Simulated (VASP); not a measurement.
# BN (P6_3mc) in VASP: notebook

Aim: see how the results for BN move with the level of theory and the settings. Levels: PBE, r2SCAN. Tasks: single point, relaxation of cell and atoms.

Everything below comes from runs of VASP 6.6.1. Logs are shortened: lines on timing, memory, paths and dates and some standing lists are left out, and cuts for length are marked.

## Step 1: The structure

It takes space group P6_3mc (No. 186, hexagonal). The conventional cell has a = 2.554 Å, b = 2.554 Å, c = 4.224 Å, α = 90.00°, β = 90.00°, γ = 120.00°. Around B (site symmetry 3m) lie 4 N at 1.57 to 1.58 Å. Around N (site symmetry 3m) lie 4 B at 1.57 to 1.58 Å.

The cell was built by a generator and needn't be a form met in nature.

## Step 2: Single point, PBE

The input, INCAR:

```
ALGO = Normal ; EDIFF = 1E-6
ENCUT = 520 ; GGA = PE
ISIF = 2 ; ISMEAR = -1
LASPH = T ; LCHARG = T
LELF = T ; LREAL = F
LVHAR = T ; LWAVE = F
NBANDS = 16 ; NELM = 100
PREC = Accurate ; SIGMA = 0.02
```

The input, KPOINTS:

```
k-points
0
Gamma
  12 12 6
```

The input, POSCAR:

```
BN
1.0
    2.5544338113      0.0000000000      0.0000000000
   -1.2772169057      2.2122045728      0.0000000000
    0.0000000000      0.0000000000      4.2244270384
B N
2 2
Direct
    0.3333333333      0.6666666667      0.0001896167
    0.6666666667      0.3333333333      0.5001896167
    0.3333333333      0.6666666667      0.3748103833
    0.6666666667      0.3333333333      0.8748103833
```

Potentials or basis: VASP PAW PBE potentials, release 64 (B, N).

Started as:

```console
> cat potpaw_PBE.64/B/POTCAR potpaw_PBE.64/N/POTCAR > POTCAR
> mpirun -np 1 vasp_std > vasp.out
```

OUTCAR:

```text
EDIFF = 1E-6
   ENCUT = 520
   GGA = PE
   ISIF = 2
   ISMEAR = -1
   LASPH = T
   LREAL = F
   NELM = 100
   PREC = Accurate

 ion  position               nearest neighbor table
   1  0.333  0.667  0.000-   4 1.57   4 1.57   4 1.57   3 1.58
   2  0.667  0.333  0.500-   3 1.57   3 1.57   3 1.57   4 1.58
   3  0.333  0.667  0.375-   2 1.57   2 1.57   2 1.57   1 1.58
   4  0.667  0.333  0.875-   1 1.57   1 1.57   1 1.57   2 1.58

  LATTYP: Found a hexagonal cell.
 ALAT       =     2.5544338113
 C/A-ratio  =     1.6537625754

  Lattice vectors:

 A1 = (   2.5544338113,   0.0000000000,   0.0000000000)
 A2 = (  -1.2772169057,   2.2122045728,   0.0000000000)
 A3 = (   0.0000000000,   0.0000000000,   4.2244270384)

Analysis of symmetry for initial positions (statically):
=====================================================================
 Subroutine PRICEL returns:
 Original cell was already a primitive cell.

 Routine SETGRP: Setting up the symmetry group for a
 hexagonal supercell.

 Subroutine GETGRP returns: Found 12 space group operations
 (whereof  6 operations were pure point group operations)
 out of a pool of 24 trial point group operations.

The static configuration has the point symmetry C_3v.
 The point group associated with its full space group is C_6v.

Analysis of symmetry for dynamics (positions and initial velocities):
=====================================================================
 Subroutine PRICEL returns:
 Original cell was already a primitive cell.

 Routine SETGRP: Setting up the symmetry group for a
 hexagonal supercell.

 Subroutine GETGRP returns: Found 12 space group operations
 (whereof  6 operations were pure point group operations)
 out of a pool of 24 trial point group operations.

The dynamic configuration has the point symmetry C_3v.
 The point group associated with its full space group is C_6v.

 Subroutine INISYM returns: Found 12 space group operations
 (whereof  6 operations are pure point group operations),
 and found     1 'primitive' translations

----------------------------------------------------------------------------------------

                                     Primitive cell

  volume of cell :      23.8719

  direct lattice vectors                    reciprocal lattice vectors
     2.554433811  0.000000000  0.000000000     0.391476184  0.226018880  0.000000000
    -1.277216906  2.212204573  0.000000000     0.000000000  0.452037760  0.000000000
     0.000000000  0.000000000  4.224427038     0.000000000  0.000000000  0.236718492

  length of vectors
     2.554433811  2.554433811  4.224427038     0.452037760  0.452037760  0.236718492

  position of ions in fractional coordinates (direct lattice)
     0.333333333  0.666666667  0.000189617
     0.666666667  0.333333333  0.500189617
     0.333333333  0.666666667  0.374810383
     0.666666667  0.333333333  0.874810383

  ion indices of the primitive-cell ions
   primitive index   ion index
                 1           1
                 2           2
                 3           3
                 4           4

----------------------------------------------------------------------------------------

 KPOINTS: k-points

Automatic generation of k-mesh.
 Grid dimensions read from file:
 generate k-points for:   12   12    6

 Generating k-lattice:

  Cartesian coordinates                     Fractional coordinates (reciprocal lattice)
     0.032623015  0.018834907  0.000000000     0.083333333 -0.000000000  0.000000000
     0.000000000  0.037669813  0.000000000     0.000000000  0.083333333  0.000000000
     0.000000000  0.000000000  0.039453082     0.000000000  0.000000000  0.166666667

  Length of vectors
     0.037669813  0.037669813  0.039453082

  Shift w.r.t. Gamma in fractional coordinates (k-lattice)
     0.000000000  0.000000000  0.000000000

 Subroutine IBZKPT returns following result:
 ===========================================

 Found     76 irreducible k-points:

 Following reciprocal coordinates:
            Coordinates               Weight
  0.000000  0.000000  0.000000      1.000000
  0.083333  0.000000  0.000000      6.000000
  0.166667 -0.000000  0.000000      6.000000
  0.250000  0.000000  0.000000      6.000000
  0.333333  0.000000  0.000000      6.000000
  0.416667  0.000000  0.000000      6.000000
[... 16 lines left out ...]
  0.250000  0.000000  0.166667     12.000000
  0.333333  0.000000  0.166667     12.000000
 [... further k-points ...]
   k-points           NKPTS =     76   k-points in BZ     NKDIM =     76   number of bands    NBANDS=     16
   number of dos      NEDOS =    301   number of ions     NIONS =      4
   total plane-waves  NPLWV =  12800
   dimension x,y,z NGX =    20 NGY =   20 NGZ =   32
   dimension x,y,z NGXF=    40 NGYF=   40 NGZF=   64
   ions per type =               2   2
   NGX,Y,Z   is equivalent  to a cutoff of  13.02, 13.02, 12.59 a.u.
   NGXF,Y,Z  is equivalent  to a cutoff of  26.03, 26.03, 25.19 a.u.
 SYSTEM =  unknown system
   PREC   = accura    normal or accurate (medium, high low for compatibility)
   ISTART =      0    job   : 0-new  1-cont  2-samecut
   ICHARG =      2    charge: 1-file 2-atom 10-const
   ISPIN  =      1    spin polarized calculation?
   LNONCOLLINEAR =      F non collinear calculations
   LSORBIT =      F    spin-orbit coupling
   LASPH  =      T    aspherical Exc in radial PAW
   ENCUT  =  520.0 eV  38.22 Ry    6.18 a.u.   4.75  4.75  7.85*2*pi/ulx,y,z
   NELM   =    100;   NELMIN=  2; NELMDL= -5     # of ELM steps
   EDIFF  = 0.1E-05   stopping-criterion for ELM
   LREAL  =      F    real-space projection
   EDIFFG = 0.1E-04   stopping-criterion for IOM
   NSW    =      0    number of steps for IOM
   IBRION =     -1    ionic relax: 0-MD 1-quasi-New 2-CG
   NFREE  =      0    steps in history (QN), initial steepest desc. (CG)
   ISIF   =      2    stress and relaxation
   ISYM   =      2    0-nonsym 1-usesym 2-fastsym
   POTIM  = 0.5000    time-step for ionic-motion
   TEBEG  =    0.0;   TEEND  =   0.0 temperature during run
   PSTRESS=    0.0 pullay stress
   NELECT =      16.0000    total number of electrons
   NUPDOWN=      -1.0000    fix difference up-down
   EMIN   =  10.00;   EMAX   =-10.00  energy-range for DOS
   EFERMI =   0.00;   METHOD = LEGACY
   ISMEAR =    -1;   SIGMA  =   0.02  broadening in eV -4-tet -1-fermi 0-gaus
   EFERMI_NEDOS =   21; number of points for ismear=-14 and -15
   IALGO  =     38    algorithm
   IMIX   =      4    mixing-type and parameters
     AMIX     =   0.40;   BMIX     =  1.00
     AMIX_MAG =   1.60;   BMIX_MAG =  1.00
  volume/ion in A,a.u.               =       5.97        40.27
  Fermi-wavevector in a.u.,A,eV,Ry     =   1.432690  2.707392 27.927329  2.052601
  Thomas-Fermi vector in A             =   2.552290
   LORBIT       =      0    0 simple, 1 ext, 2 COOP (PROOUT), +10 PAW based schemes
   GGA     = PE    functional components
   LHFCALC =     F    Hartree Fock is set to
   AEXX    =    0.0000 exact exchange contribution
   IVDW    =     0    specifies the selected vdW correction
   LEPSILON=     F    determine dielectric tensor
   LRPA    =     F    only Hartree local field effects (RPA)
 non-spin polarized calculation
  energy-cutoff  :      520.00
  volume of cell :       23.87
 maximum number of plane-waves:       660
 NGX is ok and might be reduce to    20
   NGX =  9   NGY =  9   NGZ = 15

 number of electron      16.0000000 magnetization

 Free energy of the ion-electron system (eV)
  ---------------------------------------------------
  ext. energy  EPLUGINS =         0.00000000
  ---------------------------------------------------
  free energy    TOTEN  =       -34.83272536 eV

  energy without entropy =      -34.83272536  energy(sigma->0) =      -34.83272536

 E-fermi :   7.7923     XC(G=0): -12.7619

 val. band max:        7.4301321113   @ k =   0.0000   0.0000   0.0000
 cond. band min:      12.6407167467   @ k =   0.3333   0.3333   0.0000
 fundamental gap:      5.2105846354
 Fermi energy:         7.7923218789

 k-point     1 :       0.0000    0.0000    0.0000
  band No.  band energies     occupation
      1     -12.8568      2.00000
      2      -8.7490      2.00000
      3      -3.3900      2.00000
      4       5.3272      2.00000
      5       5.3272      2.00000
      6       7.1683      2.00000
[... 8 lines left out ...]
     15      19.2553      0.00000
     16      23.5203      0.00000

 k-point     2 :       0.0833    0.0000    0.0000
  band No.  band energies     occupation
      1     -12.7069      2.00000
      2      -8.6344      2.00000
      3      -3.2411      2.00000
      4       4.6391      2.00000
      5       5.0477      2.00000
      6       6.8571      2.00000
[... 8 lines left out ...]
     15      19.6908      0.00000
     16      23.2975      0.00000

 k-point     3 :       0.1667   -0.0000    0.0000
  band No.  band energies     occupation
      1     -12.2619      2.00000
      2      -8.3062      2.00000
      3      -2.8007      2.00000
      4       2.9865      2.00000
      5       4.3913      2.00000
      6       5.4504      2.00000
[... 8 lines left out ...]
     15      20.8240      0.00000
     16      22.6567      0.00000

 k-point     4 :       0.2500    0.0000    0.0000
  band No.  band energies     occupation
      1     -11.5393      2.00000
      2      -7.8271      2.00000
      3      -2.0895      2.00000
      4       1.0312      2.00000
      5       3.6560      2.00000
      6       3.6939      2.00000
[... 8 lines left out ...]
     15      22.2895      0.00000
     16      22.7249      0.00000
[... 324 lines left out ...]
 k-point    22 :       0.1667   -0.0000    0.1667
  band No.  band energies     occupation
      1     -12.1001      2.00000
      2      -8.8256      2.00000
      3      -2.0192      2.00000
      4       3.1304      2.00000
      5       4.5216      2.00000
      6       5.0126      2.00000
[... 8 lines left out ...]
     15      20.5129      0.00000
     16      22.6220      0.00000

 k-point    23 :       0.2500    0.0000    0.1667
  band No.  band energies     occupation
      1     -11.3827      2.00000
      2      -8.2882      2.00000
      3      -1.4542      2.00000
      4       1.2494      2.00000
      5       3.2632      2.00000
      6       3.7936      2.00000
[... 8 lines left out ...]
     15      21.9581      0.00000
     16      22.7948      0.00000

 k-point    24 :       0.3333    0.0000    0.1667
  band No.  band energies     occupation
      1     -10.4346      2.00000
      2      -7.7126      2.00000
      3      -1.3119      2.00000
      4       0.1271      2.00000
      5       1.4982      2.00000
      6       3.1790      2.00000
[... 8 lines left out ...]
     15      23.3277      0.00000
     16      23.5779      0.00000

 [... further k-points ...]

------------------------ aborting loop because EDIFF is reached ----------------------------------------

  FORCE on cell =-STRESS in cart. coord.  units (eV):
  Direction    XX          YY          ZZ          XY          YZ          ZX
  --------------------------------------------------------------------------------------
  -------------------------------------------------------------------------------------
  Total        0.0437457      0.0437457      0.0356618     -0.0000000      0.0000000      0.0000000
  in kB        2.9360156      2.9360156      2.3934591     -0.0000000      0.0000000      0.0000000
  external PRESSURE =       2.7551634 kB  Pullay stress =       0.0000000 kB

 VOLUME and BASIS-vectors are now :
 -----------------------------------------------------------------------------
  energy-cutoff  :      520.00
  volume of cell :       23.87
      direct lattice vectors                 reciprocal lattice vectors
     2.554433811  0.000000000  0.000000000     0.391476184  0.226018880  0.000000000
    -1.277216906  2.212204573  0.000000000     0.000000000  0.452037760  0.000000000
     0.000000000  0.000000000  4.224427038     0.000000000  0.000000000  0.236718492

 POSITION                                       TOTAL-FORCE (eV/Angst)
 -----------------------------------------------------------------------------------
     -0.00000      1.47480      0.00080         0.000000     -0.000000      0.002135
      1.27722      0.73740      2.11301        -0.000000     -0.000000      0.002135
     -0.00000      1.47480      1.58336        -0.000000      0.000000     -0.002135
      1.27722      0.73740      3.69557         0.000000     -0.000000     -0.002135
 -----------------------------------------------------------------------------------
    total drift:                               -0.000000     -0.000000     -0.000384

  FREE ENERGIE OF THE ION-ELECTRON SYSTEM (eV)
  ---------------------------------------------------
  free  energy   TOTEN  =       -34.8327253603 eV

  energy  without entropy=      -34.8327253603  energy(sigma->0) =      -34.83272536
```

It took 12 s on 1 thread of Intel Xeon Platinum 8559C (Emerald Rapids), shared host; peak memory 0.14 GiB.

What came out:

- Free energy: -34.8327 eV
- Pressure: 0.3 GPa
- Band gap on the k mesh: 5.21 eV, indirect (least direct gap 8.24 eV)

Forces on the atoms (eV/Å):
```
B    0.000  0.000  0.002
B    0.000  0.000  0.002
N    0.000  0.000 -0.002
N    0.000  0.000 -0.002
```

## Step 3: Relaxation of cell and atoms, PBE

This run uses another cell than the first one, of 4.79 Å³/atom, 0.803 times its volume.

The input, INCAR:

```
SYSTEM = BN
ALGO     = Normal         ! electronic algorithm
EDIFF    = 1E-7           ! SCF threshold, eV
EDIFFG   = -0.005         ! ionic threshold
ENCUT    = 600            ! plane-wave cutoff, eV
GGA      = PE             ! functional
IBRION   = 2              ! ionic algorithm
ISIF     = 3              ! what is computed and relaxed
ISMEAR   = -1             ! smearing method
LASPH    = .TRUE.         ! aspherical terms in the spheres
LCHARG   = .FALSE.        ! write CHGCAR
LREAL    = .FALSE.        ! projectors in reciprocal space
LWAVE    = .FALSE.        ! write WAVECAR
NELM     = 100            ! most SCF steps
NSW      = 80             ! ionic steps
PREC     = Accurate       ! precision mode
SIGMA    = 0.02           ! smearing width, eV
```

The input, KPOINTS:

```
k-points
0
G
  12 12 6
  0 0 0
```

The input, POSCAR:

```
BN
1.0
    2.3841700163      0.0000000000      0.0000000000
   -1.1920850082      2.0647518011      0.0000000000
    0.0000000000      0.0000000000      3.8933496366
B N
2 2
Direct
    0.3333333333      0.6666666667      0.0000000000
    0.6666666667      0.3333333333      0.5000000000
    0.3333333333      0.6666666667      0.3750000000
    0.6666666667      0.3333333333      0.8750000000
```

Potentials or basis: VASP PAW PBE potentials, release 64 (B, N).

Started as:

```console
> cat potpaw_PBE.64/B/POTCAR potpaw_PBE.64/N/POTCAR > POTCAR
> mpirun -np 1 vasp_std > vasp.out
```

Wall time 49 s (1 thread of Intel Xeon Platinum 8559C (Emerald Rapids), shared host); peak memory 0.14 GiB.

It converged, with:

| Property | Result |
| --- | --- |
| Free energy | -34.8273 eV |
| Relaxed volume | 5.97 Å³/atom |
| Relaxed cell | a = 2.555 Å, b = 2.555 Å, c = 4.225 Å, α = 90.00°, β = 90.00°, γ = 120.00° |
| Space group after relaxing (to 0.05 Å) | P6_3mc (No. 186) |
| Energy gained by relaxing | 383.8 meV/atom |
| Ionic steps | 8 |
| Pressure after relaxing | 0.0 GPa |
| Band gap on the k mesh | 5.21 eV, indirect (least direct gap 8.23 eV) |

The path:
```
step  energy change (eV)  largest force (eV/Å)  pressure (GPa)  volume (Å³)
   1              0.0000                0.0634          122.71        19.17
   2              0.2209                0.3629          -62.06        31.25
   3             -1.5315                0.0515           -4.15        24.16
   4             -1.5350                0.0430           -0.84        23.94
   5             -1.5351                0.0392            0.77        23.84
   6             -1.5351                0.0383            0.77        23.84
   7             -1.5351                0.0014            0.76        23.84
   8             -1.5353                0.0011           -0.04        23.89
```

Final structure:
```yaml
crystal:
  lattice:
    - [2.55518, 0.00000, 0.00000]
    - [-1.27759, 2.21285, 0.00000]
    - [0.00000, 0.00000, 4.22541]
  atoms:
    - { symbol: B, position: [0.33333, 0.66667, 0.00020] }
    - { symbol: B, position: [0.66667, 0.33333, 0.50020] }
    - { symbol: N, position: [0.33333, 0.66667, 0.37480] }
    - { symbol: N, position: [0.66667, 0.33333, 0.87480] }
```

Levels at points of the mesh, in eV from the valence-band top:
| k point | band 4 | band 5 | band 6 | band 7 | band 8 | band 9 | band 10 | band 11 | band 12 |
| --- | --- | --- | --- | --- | --- | --- | --- | --- | --- |
| (0.00, 0.00, 0.00) | -2.10 | -2.10 | -0.26 | 0.00 | 0.00 | 8.33 | 8.33 | 8.55 | 9.40 |
| (0.50, 0.00, 0.00) | -7.73 | -6.85 | -4.93 | -4.36 | -2.09 | 6.67 | 7.94 | 10.55 | 11.38 |
| (0.00, 0.00, 0.50) | -5.66 | -1.16 | -1.16 | -1.16 | -1.16 | 9.39 | 9.39 | 9.87 | 9.87 |
| (0.50, 0.00, 0.50) | -9.93 | -3.73 | -3.73 | -3.53 | -3.53 | 6.56 | 6.56 | 9.97 | 9.97 |

Caveat: the volume moved by over 15 % at a fixed basis, so the end points are rough. A k mesh can miss the band edges.

## Step 4: Single point, r2SCAN

This run uses another cell than the first one, of 5.90 Å³/atom, 0.988 times its volume.

The input, POSCAR:

```
BN
1.0
    2.5439500161      0.0000000000      0.0000000000
   -1.2719750081      2.2031253399      0.0000000000
    0.0000000000      0.0000000000      4.2078153010
B N
2 2
Direct
    0.3333333333      0.6666666667      0.0002034636
    0.6666666667      0.3333333333      0.5002034636
    0.3333333333      0.6666666667      0.3747965364
    0.6666666667      0.3333333333      0.8747965364
```

The input, INCAR.step1:

```
PREC = Accurate ; ENCUT = 520
ISMEAR = 0 ; SIGMA = 0.01
LREAL = False ; LASPH = True
NELM = 100 ; NBANDS = 16
GGA = PE ; ALGO = Normal
EDIFF = 1E-4 ; LWAVE = True
LCHARG = False
```

The input, INCAR.step2:

```
PREC = Accurate ; ENCUT = 520
EDIFF = 1E-6 ; ISMEAR = 0
SIGMA = 0.01 ; LREAL = False
LASPH = True ; NELM = 100
ALGO = Normal ; ISIF = 2
LWAVE = False ; LCHARG = False
METAGGA = R2SCAN ; LMIXTAU = True
NBANDS = 16 ; ISTART = 1
```

The input, KPOINTS:

```
regular mesh
0
Gamma
  12 12 6
```

Started as:

```console
> cat potpaw_PBE.64/B/POTCAR potpaw_PBE.64/N/POTCAR > POTCAR
> cp INCAR.step1 INCAR
> mpirun -np 1 vasp_std > vasp.out
> cp INCAR.step2 INCAR
> mpirun -np 1 vasp_std > vasp.out
```

Run time: 47 s. Hardware: 1 thread of Intel Xeon Platinum 8559C (Emerald Rapids), shared host; peak memory 0.15 GiB.

The run converged. Its results:

```yaml
Free_energy: -38.2662 eV
Pressure: 1.1 GPa
Band_gap_on_the_k_mesh: 5.72 eV, indirect (least direct gap 8.98 eV)
```

Forces in eV/Å, atoms in the order of the input:
```
B    0.000  0.000  0.002
B    0.000  0.000  0.002
N    0.000  0.000 -0.002
N    0.000  0.000 -0.002
```

Levels at points of the mesh, in eV from the valence-band top:
```
           k point  band 4  band 5  band 6  band 7  band 8  band 9  band 10  band 11  band 12  band 13
(0.00, 0.00, 0.00)   -2.21   -2.21   -0.27    0.00    0.00    9.08     9.08     9.31    10.22    11.55
(0.50, 0.00, 0.00)   -8.16   -7.21   -5.19   -4.53   -2.20    7.30     8.60    11.38    12.23    13.85
(0.00, 0.00, 0.50)   -5.97   -1.22   -1.22   -1.22   -1.22   10.25    10.25    10.69    10.69    10.69
(0.50, 0.00, 0.50)  -10.43   -3.92   -3.92   -3.73   -3.73    7.20     7.20    10.72    10.72    15.32
```

Caveat: the PAW data sets were made with another functional, which shifts forces and pressure a little.

## Step 5: The runs side by side

```tsv
task	level	cell	cutoff (eV)	smearing	gap on the mesh (eV)	pressure (GPa)
single point	PBE	P6_3mc, 5.97 Å³/atom	520	fermi-dirac 0.02 eV	5.21	0.3
relaxation of cell and atoms	PBE	relaxed	600	fermi-dirac 0.02 eV	5.21	0.0
single point	r2SCAN	P6_3mc, 5.9 Å³/atom	520	gaussian 0.01 eV	5.72	1.1
```

Alike in all rows: potentials or basis VASP PAW PBE potentials, release 64 (B, N); no spin polarisation; k mesh 12 × 12 × 6.

Caveats: the volume moved by over 15 % at a fixed basis, so the end points are rough (some runs); the PAW data sets were made with another functional, which shifts forces and pressure a little (some runs).

Total energies depend on the potentials used, so only differences within one code and one set of settings carry meaning.
